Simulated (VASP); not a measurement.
# Pb (Fm-3m) in VASP: a series of runs

Aim: see how the results for Pb move with the level of theory and the settings. Levels: optPBE-vdW, optB88-vdW, BEEF-vdW, PBE. Tasks: relaxation of cell and atoms, single point.

All numbers are computed with VASP 6.6.1; they aren't measurements. Logs are shortened: lines on timing, memory, paths and dates and some standing lists are left out, and cuts for length are marked.

## (1) The crystal as given

The structure is cubic, space group Fm-3m (No. 225). Conventional cell: a = 4.950 Å, b = 4.950 Å, c = 4.950 Å, α = 90.00°, β = 90.00°, γ = 90.00°. Pb (site symmetry m-3m) has 12 Pb at 3.50 Å as nearest neighbours.

## (2) Relaxation of cell and atoms, optPBE-vdW

Input file INCAR:

```
PREC = Accurate ; ENCUT = 600
EDIFF = 1E-6 ; ISMEAR = -1
SIGMA = 0.05 ; LREAL = F
LASPH = T ; NELM = 60
ALGO = Normal ; ISIF = 3
LWAVE = F ; LCHARG = F
GGA = OR ; LUSE_VDW = T
AGGAC = 0.0 ; IBRION = 2
NSW = 40 ; EDIFFG = -0.005
```

Input file KPOINTS:

```
Automatic mesh
0
Gamma
  9 9 9
```

Input file POSCAR:

```
Pb
1.0
    0.0000000000      2.4750200000      2.4750200000
    2.4750200000      0.0000000000      2.4750200000
    2.4750200000      2.4750200000      0.0000000000
Pb
1
Direct
    0.0000000000      0.0000000000      0.0000000000
```

Potentials or basis: VASP PAW PBE potentials, release 64 (Pb_d).

Launch:

```sh
$ cat potpaw_PBE.64/Pb_d/POTCAR > POTCAR
$ mpirun -np 1 vasp_std > vasp.out
```

OUTCAR:

```text
PREC = Accurate
   ENCUT = 600
   EDIFF = 1E-6
   ISMEAR = -1
   LREAL = F
   LASPH = T
   NELM = 60
   ISIF = 3
   GGA = OR
   IBRION = 2
   NSW = 40
   EDIFFG = -0.005

 ion  position               nearest neighbor table
   1  0.000  0.000  0.000-

  LATTYP: Found a face centered cubic cell.
 ALAT       =     4.9500400000

  Lattice vectors:

 A1 = (   0.0000000000,   2.4750200000,   2.4750200000)
 A2 = (   2.4750200000,   0.0000000000,   2.4750200000)
 A3 = (   2.4750200000,   2.4750200000,   0.0000000000)

Analysis of symmetry for initial positions (statically):
=====================================================================
 Subroutine PRICEL returns:
 Original cell was already a primitive cell.

 Routine SETGRP: Setting up the symmetry group for a
 face centered cubic supercell.

 Subroutine GETGRP returns: Found 48 space group operations
 (whereof 48 operations were pure point group operations)
 out of a pool of 48 trial point group operations.

The static configuration has the point symmetry O_h .

Analysis of symmetry for dynamics (positions and initial velocities):
=====================================================================
 Subroutine PRICEL returns:
 Original cell was already a primitive cell.

 Routine SETGRP: Setting up the symmetry group for a
 face centered cubic supercell.

 Subroutine GETGRP returns: Found 48 space group operations
 (whereof 48 operations were pure point group operations)
 out of a pool of 48 trial point group operations.

The dynamic configuration has the point symmetry O_h .

 Subroutine INISYM returns: Found 48 space group operations
 (whereof 48 operations are pure point group operations),
 and found     1 'primitive' translations

----------------------------------------------------------------------------------------

                                     Primitive cell

  volume of cell :      30.3226

  direct lattice vectors                    reciprocal lattice vectors
     0.000000000  2.475020000  2.475020000    -0.202018570  0.202018570  0.202018570
     2.475020000  0.000000000  2.475020000     0.202018570 -0.202018570  0.202018570
     2.475020000  2.475020000  0.000000000     0.202018570  0.202018570 -0.202018570

  length of vectors
     3.500206851  3.500206851  3.500206851     0.349906427  0.349906427  0.349906427

  position of ions in fractional coordinates (direct lattice)
     0.000000000  0.000000000  0.000000000

  ion indices of the primitive-cell ions
   primitive index   ion index
                 1           1

[... 63 lines left out ...]
   ISTART =      0    job   : 0-new  1-cont  2-samecut
   ICHARG =      2    charge: 1-file 2-atom 10-const
   ISPIN  =      1    spin polarized calculation?
   LNONCOLLINEAR =      F non collinear calculations
   LSORBIT =      F    spin-orbit coupling
   LASPH  =      T    aspherical Exc in radial PAW
   ENCUT  =  600.0 eV  44.10 Ry    6.64 a.u.   6.99  6.99  6.99*2*pi/ulx,y,z
   NELM   =     60;   NELMIN=  2; NELMDL= -5     # of ELM steps
   EDIFF  = 0.1E-05   stopping-criterion for ELM
   LREAL  =      F    real-space projection
   EDIFFG = -.5E-02   stopping-criterion for IOM
   NSW    =     40    number of steps for IOM
   IBRION =      2    ionic relax: 0-MD 1-quasi-New 2-CG
   NFREE  =      1    steps in history (QN), initial steepest desc. (CG)
   ISIF   =      3    stress and relaxation
   ISYM   =      2    0-nonsym 1-usesym 2-fastsym
   POTIM  = 0.5000    time-step for ionic-motion
   TEBEG  =    0.0;   TEEND  =   0.0 temperature during run
   PSTRESS=    0.0 pullay stress
   NELECT =      14.0000    total number of electrons
   NUPDOWN=      -1.0000    fix difference up-down
   EMIN   =  10.00;   EMAX   =-10.00  energy-range for DOS
   EFERMI =   0.00;   METHOD = LEGACY
   ISMEAR =    -1;   SIGMA  =   0.05  broadening in eV -4-tet -1-fermi 0-gaus
   EFERMI_NEDOS =   21; number of points for ismear=-14 and -15
   IALGO  =     38    algorithm
   IMIX   =      4    mixing-type and parameters
     AMIX     =   0.40;   BMIX     =  1.00
     AMIX_MAG =   1.60;   BMIX_MAG =  1.00
  volume/ion in A,a.u.               =      30.32       204.63
  Fermi-wavevector in a.u.,A,eV,Ry     =   1.265306  2.391081 21.782907  1.600999
  Thomas-Fermi vector in A             =   2.398566
   LORBIT       =      0    0 simple, 1 ext, 2 COOP (PROOUT), +10 PAW based schemes
   GGA     = OR    functional components
   LHFCALC =     F    Hartree Fock is set to
   AEXX    =    0.0000 exact exchange contribution
   IVDW_NL    =     1    kernel type
   BPARAM     = 6.3000
   IVDW    =     0    specifies the selected vdW correction
   LEPSILON=     F    determine dielectric tensor
   LRPA    =     F    only Hartree local field effects (RPA)
 conjugate gradient relaxation of ions
 non-spin polarized calculation
  energy-cutoff  :      600.00
  volume of cell :       30.32
 maximum number of plane-waves:      1022
   NGX = 13   NGY = 13   NGZ = 13

--------------------------------------- Ionic step        1  -------------------------------------------

 number of electron      13.9999999 magnetization

 Free energy of the ion-electron system (eV)
  ---------------------------------------------------
  ext. energy  EPLUGINS =         0.00000000
  ---------------------------------------------------
  free energy    TOTEN  =        -0.18139116 eV

  energy without entropy =       -0.17814823  energy(sigma->0) =       -0.17976969

 E-fermi :   7.1304     XC(G=0): -10.1295

 val. band max:        6.9058869578   @ k =  -0.3333   0.3333   0.1111
 cond. band min:       7.1422989813   @ k =  -0.2222   0.3333   0.1111
 fundamental gap:      0.2364120235
 Fermi energy:         7.1303560830

 k-point     1 :       0.0000    0.0000    0.0000
  band No.  band energies     occupation
      1      -9.8393      2.00000
      2      -9.8393      2.00000
      3      -9.8393      2.00000
      4      -9.6992      2.00000
      5      -9.6992      2.00000
      6      -4.5203      2.00000
      7      14.5590      0.00000
      8      14.5590      0.00000
      9      14.5590      0.00000
     10      17.2043      0.00000
     11      18.8141      0.00000
[... 395 lines left out ...]
--------------------------------------- Ionic step        3  -------------------------------------------

 number of electron      14.0000003 magnetization

 Free energy of the ion-electron system (eV)
  ---------------------------------------------------
  ext. energy  EPLUGINS =         0.00000000
  ---------------------------------------------------
  free energy    TOTEN  =        -0.19708667 eV

  energy without entropy =       -0.19388771  energy(sigma->0) =       -0.19548719

 E-fermi :   6.4822     XC(G=0):  -9.8433

 val. band max:        6.4212041928   @ k =   0.3333   0.3333   0.0000
 cond. band min:       6.5230866751   @ k =  -0.2222   0.3333   0.1111
 fundamental gap:      0.1018824823
 Fermi energy:         6.4821587503

 k-point     1 :       0.0000    0.0000    0.0000
  band No.  band energies     occupation
      1     -10.4586      2.00000
      2     -10.4586      2.00000
      3     -10.4586      2.00000
      4     -10.3426      2.00000
      5     -10.3426      2.00000
      6      -4.7889      2.00000
      7      13.4258      0.00000
      8      13.4258      0.00000
      9      13.4258      0.00000
     10      16.5011      0.00000
     11      17.3879      0.00000
[... 354 lines left out ...]
  energy  without entropy=       -0.1938877138  energy(sigma->0) =       -0.19548719

Total vdW correction in eV:      2.4497520

 reached required accuracy - stopping structural energy minimisation
```

CONTCAR:

```text
Pb
   1.00000000000000
    -0.0000000000000000    2.5254026253631454    2.5254026253631454
     2.5254026253631454   -0.0000000000000000    2.5254026253631454
     2.5254026253631454    2.5254026253631454    0.0000000000000000
  Pb
     1
Direct
     0.0000000000000000    0.0000000000000000    0.0000000000000000

  0.00000000E+00  0.00000000E+00  0.00000000E+00
```

Wall time 97 s (1 thread of Intel Xeon Platinum 8375C at 2.90GHz (Ice Lake), shared host); peak memory 0.33 GiB.

What came out:

- Free energy: -0.1971 eV
- Relaxed volume: 32.21 Å³/atom
- Relaxed cell: a = 3.571 Å, b = 3.571 Å, c = 3.571 Å, α = 60.00°, β = 60.00°, γ = 60.00°
- Space group after relaxing (to 0.05 Å): Fm-3m (No. 225)
- Energy gained by relaxing: 15.7 meV/atom
- Ionic steps: 3
- Pressure after relaxing: 0.0 GPa
- Band gap on the k mesh: none (metal or under the smearing width)

Step by step:
| step | energy change (eV) | largest force (eV/Å) | pressure (GPa) | volume (Å³) |
| --- | --- | --- | --- | --- |
| 1 | 0.0000 | 0.0000 | 2.80 | 30.32 |
| 2 | -0.0148 | 0.0000 | -0.60 | 32.71 |
| 3 | -0.0157 | 0.0000 | 0.02 | 32.21 |

Final structure:
```cif
data_structure
_symmetry_space_group_name_H-M 'P 1'
_symmetry_Int_Tables_number 1
_cell_length_a 3.5715
_cell_length_b 3.5715
_cell_length_c 3.5715
_cell_angle_alpha 60.000
_cell_angle_beta 60.000
_cell_angle_gamma 60.000
_cell_volume 32.21
loop_
_atom_site_label
_atom_site_type_symbol
_atom_site_fract_x
_atom_site_fract_y
_atom_site_fract_z
_atom_site_occupancy
Pb1 Pb 0.00000 0.00000 0.00000 1
```

Caveat: the PAW data sets were made with another functional, which shifts forces and pressure a little. Spin-orbit coupling is left out, which matters for the levels of Pb.

## (3) Relaxation of cell and atoms, optB88-vdW

Input file INCAR:

```
SYSTEM = Pb
  AGGAC = 0.0
  ALGO = Normal
  EDIFF = 1E-6
  EDIFFG = -0.01
  ENCUT = 600
  GGA = BO
  IBRION = 2
  ISIF = 3
  ISMEAR = -1
  LASPH = .True.
  LCHARG = .False.
  LREAL = .False.
  LUSE_VDW = .True.
  LWAVE = .False.
  NELM = 100
  NSW = 40
  PARAM1 = 0.1833333333
  PARAM2 = 0.22
  PREC = Accurate
  SIGMA = 0.05
```

Input file KPOINTS:

```
k-points
0
Gamma
  9 9 9
  0 0 0
```

POSCAR is that of step 2.

Potentials or basis: VASP PAW PBE potentials, release 64 (Pb_d).

Launch:

```sh
$ cat potpaw_PBE.64/Pb_d/POTCAR > POTCAR
$ mpirun -np 1 vasp_std > vasp.out
```

Run time: 84 s. Hardware: 1 thread of Intel Xeon Platinum 8375C at 2.90GHz (Ice Lake), shared host; peak memory 0.33 GiB.

It converged, with:

```
Free energy                            : -0.3639 eV
Relaxed volume                         : 31.54 Å³/atom
Relaxed cell                           : a = 3.546 Å, b = 3.546 Å, c = 3.546 Å, α = 60.00°, β = 60.00°, γ = 60.00°
Space group after relaxing (to 0.05 Å) : Fm-3m (No. 225)
Energy gained by relaxing              : 6.7 meV/atom
Ionic steps                            : 3
Pressure after relaxing                : 0.0 GPa
Band gap on the k mesh                 : none (metal or under the smearing width)
```

The path:
| step | energy change (eV) | largest force (eV/Å) | pressure (GPa) | volume (Å³) |
| --- | --- | --- | --- | --- |
| 1 | 0.0000 | 0.0000 | 1.83 | 30.32 |
| 2 | -0.0063 | 0.0000 | -0.44 | 31.87 |
| 3 | -0.0067 | 0.0000 | 0.01 | 31.54 |

Final structure:
```
Pb
1.0
     0.00000    2.50760    2.50760
     2.50760    0.00000    2.50760
     2.50760    2.50760    0.00000
Pb
1
Direct
  0.00000 0.00000 0.00000
```

Levels at points of the mesh, in eV from the Fermi level:
```csv
k point,band 4,band 5,band 6,band 7,band 8,band 9,band 10,band 11
"(0.00, 0.00, 0.00)",-16.79,-16.79,-11.41,7.08,7.08,7.08,10.10,11.23
```

Caveat: the PAW data sets were made with another functional, which shifts forces and pressure a little. The run has no spin-orbit coupling, so splittings on Pb are missing.

## (4) Relaxation of cell and atoms, BEEF-vdW

Input file INCAR:

```
ALGO = Normal
EDIFF = 1E-6
EDIFFG = -0.01
ENCUT = 600
GGA = BF
IBRION = 2
ISIF = 3
ISMEAR = -1
LASPH = True
LCHARG = False
LREAL = False
LUSE_VDW = True
LWAVE = False
NELM = 80
NSW = 60
PREC = Accurate
SIGMA = 0.05
ZAB_VDW = -1.8867
```

Input file KPOINTS:

```
k-points
0
Gamma
  9 9 9
```

POSCAR is that of step 3.

Launch:

```sh
$ cat potpaw_PBE.64/Pb_d/POTCAR > POTCAR
$ mpirun -np 1 vasp_std > vasp.out
```

Wall time 2.2 min (1 thread of Intel Xeon Platinum 8375C at 2.90GHz (Ice Lake), shared host); peak memory 0.33 GiB.

The run converged. Its results:

- Free energy: -0.3867 eV
- Relaxed volume: 33.02 Å³/atom
- Relaxed cell: a = 3.601 Å, b = 3.601 Å, c = 3.601 Å, α = 60.00°, β = 60.00°, γ = 60.00°
- Space group after relaxing (to 0.05 Å): Fm-3m (No. 225)
- Energy gained by relaxing: 29.6 meV/atom
- Ionic steps: 4
- Pressure after relaxing: 0.0 GPa
- Band gap on the k mesh: none (metal or under the smearing width)

Step by step:
```csv
step,energy change (eV),largest force (eV/Å),pressure (GPa),volume (Å³)
1,0.0000,0.0000,3.84,30.32
2,-0.0283,0.0000,-0.73,33.63
3,-0.0296,0.0000,0.05,32.97
4,-0.0296,0.0000,-0.01,33.02
```

Final structure:
```
Pb
1.0
     0.00000    2.54646    2.54646
     2.54646    0.00000    2.54646
     2.54646    2.54646    0.00000
Pb
1
Direct
  0.00000 0.00000 0.00000
```

Levels at points of the mesh, in eV from the Fermi level:
```
           k point  band 5  band 6  band 7  band 8  band 9  band 10
(0.00, 0.00, 0.00)  -17.21  -11.09    6.81    6.81    6.81     9.88
```

Caveat: the PAW data sets were made with another functional, which shifts forces and pressure a little. The run has no spin-orbit coupling, so splittings on Pb are missing.

## (5) Single point, PBE

Input file INCAR:

```
PREC = Accurate
ENCUT = 520
EDIFF = 1E-6
ISMEAR = 0
SIGMA = 0.012
LREAL = False
LASPH = True
NELM = 80
ALGO = Fast
ISIF = 2
LWAVE = False
LCHARG = False
GGA = PE
```

Input file KPOINTS:

```
Automatic mesh
0
Gamma
  9 9 9
```

POSCAR is that of step 4.

Potentials or basis: VASP PAW PBE potentials, release 64 (Pb_d).

Launch:

```sh
$ cat potpaw_PBE.64/Pb_d/POTCAR > POTCAR
$ mpirun -np 1 vasp_std > vasp.out
```

OUTCAR:

```text
PREC = Accurate
   ENCUT = 520
   EDIFF = 1E-6
   ISMEAR = 0
   LREAL = False
   LASPH = True
   NELM = 80
   ISIF = 2
   GGA = PE

 ion  position               nearest neighbor table
   1  0.000  0.000  0.000-

  LATTYP: Found a face centered cubic cell.
 ALAT       =     4.9500400000

  Lattice vectors:

 A1 = (   0.0000000000,   2.4750200000,   2.4750200000)
 A2 = (   2.4750200000,   0.0000000000,   2.4750200000)
 A3 = (   2.4750200000,   2.4750200000,   0.0000000000)

Analysis of symmetry for initial positions (statically):
=====================================================================
 Subroutine PRICEL returns:
 Original cell was already a primitive cell.

 Routine SETGRP: Setting up the symmetry group for a
 face centered cubic supercell.

 Subroutine GETGRP returns: Found 48 space group operations
 (whereof 48 operations were pure point group operations)
 out of a pool of 48 trial point group operations.

The static configuration has the point symmetry O_h .

Analysis of symmetry for dynamics (positions and initial velocities):
[... 169 lines left out ...]
      1      -9.7955      2.00000
      2      -9.7955      2.00000
      3      -9.7955      2.00000
      4      -9.6554      2.00000
      5      -9.6554      2.00000
      6      -4.4739      2.00000
      7      14.6987      0.00000
      8      14.6987      0.00000
      9      14.6987      0.00000
     10      17.0447      0.00000
     11      18.6199      0.00000
[... 309 lines left out ...]
 k-point    24 :       0.4444    0.4444    0.0000
  band No.  band energies     occupation
      1      -9.9538      2.00000
      2      -9.8620      2.00000
      3      -9.5356      2.00000
      4      -9.4969      2.00000
      5      -9.4969      2.00000
      6       0.1216      2.00000
      7       4.5682      2.00000
      8       9.4310      0.00000
      9       9.4310      0.00000
     10      12.7576      0.00000
     11      13.9744      0.00000

 [... further k-points ...]

------------------------ aborting loop because EDIFF is reached ----------------------------------------

  FORCE on cell =-STRESS in cart. coord.  units (eV):
  Direction    XX          YY          ZZ          XY          YZ          ZX
  --------------------------------------------------------------------------------------
  -------------------------------------------------------------------------------------
  Total        0.4125492      0.4125492      0.4125492     -0.0000000     -0.0000000      0.0000000
  in kB       21.7981800     21.7981800     21.7981800     -0.0000000     -0.0000000      0.0000000
  external PRESSURE =      21.7981800 kB  Pullay stress =       0.0000000 kB

 VOLUME and BASIS-vectors are now :
 -----------------------------------------------------------------------------
  energy-cutoff  :      520.00
  volume of cell :       30.32
      direct lattice vectors                 reciprocal lattice vectors
     0.000000000  2.475020000  2.475020000    -0.202018570  0.202018570  0.202018570
     2.475020000  0.000000000  2.475020000     0.202018570 -0.202018570  0.202018570
     2.475020000  2.475020000  0.000000000     0.202018570  0.202018570 -0.202018570

 POSITION                                       TOTAL-FORCE (eV/Angst)
 -----------------------------------------------------------------------------------
      0.00000      0.00000      0.00000        -0.000000      0.000000      0.000000
 -----------------------------------------------------------------------------------
    total drift:                               -0.000000     -0.000000     -0.000000

  FREE ENERGIE OF THE ION-ELECTRON SYSTEM (eV)
  ---------------------------------------------------
  free  energy   TOTEN  =        -3.5680861258 eV

  energy  without entropy=       -3.5678644529  energy(sigma->0) =       -3.56797529
```

stdout:

```text
POSCAR found type information on POSCAR Pb
 POSCAR found :  1 types and       1 ions
 scaLAPACK will be used
 LDA part: xc-table for (Slater+PW92), standard interpolation
 POSCAR, INCAR and KPOINTS ok, starting setup
 FFT: planning ... GRIDC
 FFT: planning ... GRID_SOFT
 FFT: planning ... GRID
 WAVECAR not read
 entering main loop
```

It took 6.8 s on 1 thread of AMD EPYC 9R45 (Zen 5), shared host; peak memory 0.12 GiB.

What came out:

| Quantity | Value |
| --- | --- |
| Free energy | -3.5681 eV |
| Pressure | 2.2 GPa |
| Band gap on the k mesh | none (metal or under the smearing width) |

Levels at points of the mesh, in eV from the Fermi level:
```csv
k point,band 5,band 6,band 7,band 8,band 9,band 10
"(0.00, 0.00, 0.00)",-16.80,-11.62,7.55,7.55,7.55,9.90
```

Spin-orbit coupling is left out, which matters for the levels of Pb.

## (6) For comparison

An earlier run on the cell as given: functional PBE; potentials or basis VASP PAW PBE potentials, release 64 (Pb_d); cutoff 520 eV; k mesh 9 × 9 × 9; occupations fermi-dirac, width 0.05 eV; no spin polarisation.

- Pressure: 2.2 GPa
- Band gap on the k mesh: none (metal or under the smearing width)

## (7) Summary

```csv
task,level,cell,cutoff (eV),smearing,gap on the mesh (eV),pressure (GPa),relaxed volume (Å³/atom)
relaxation of cell and atoms,optPBE-vdW,relaxed,600,fermi-dirac 0.05 eV,none,0.0,32.21
relaxation of cell and atoms,optB88-vdW,relaxed,600,fermi-dirac 0.05 eV,none,0.0,31.54
relaxation of cell and atoms,BEEF-vdW,relaxed,600,fermi-dirac 0.05 eV,none,0.0,33.02
single point,PBE,as given,520,gaussian 0.012 eV,none,2.2,-
single point,PBE,as given,520,fermi-dirac 0.05 eV,none,2.2,-
```

Alike in all rows: potentials or basis VASP PAW PBE potentials, release 64 (Pb_d); no spin polarisation; k mesh 9 × 9 × 9.

Caveats: the PAW data sets were made with another functional, which shifts forces and pressure a little (some runs).

Absolute energies hang on the potentials; compare differences alone.

## (8) How close it comes

Step 2. The cell as given is a measured one (30.32 Å³/atom); optPBE-vdW puts the equilibrium volume +6.2 % from it, thermal expansion not counted.

Step 3. The cell as given is a measured one (30.32 Å³/atom); optB88-vdW puts the equilibrium volume +4.0 % from it, thermal expansion not counted.

Step 4. The cell as given is a measured one (30.32 Å³/atom); BEEF-vdW puts the equilibrium volume +8.9 % from it, thermal expansion not counted.
